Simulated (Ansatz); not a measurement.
Consider NaBr in the rock salt structure (space group Fm-3m, No. 225; a = 5.927 Å).

Calculations: Ansatz (a first-principles code) PBEsol, without spin-orbit coupling.

One change was made to it. Results:

| quantity | base | after |
|---|---|---|
| lattice parameter a | 5.927 Å | 5.789 Å |
| electron mass | 0.31 mₑ (at Γ) | 0.30 mₑ (at Γ) |

**Question.** Which of these changes matches the shifts?
(A) pressure 18 GPa
(B) pressure 9 GPa
(C) pressure 1.8 GPa

**Answer.** C, pressure 1.8 GPa. For comparison, the electron mass in the other runs: pressure 9 GPa gives 0.28 mₑ (at Γ); pressure 18 GPa gives 0.28 mₑ (at Γ).

The levels and masses belong to the bands next to the band gap. Load acts through the strain it causes; cell and atoms are relaxed under it. Effective masses come from finite differences of ±0.01 Å⁻¹. Whether these cells are dynamically stable was not tested. No other phases were tried under pressure.
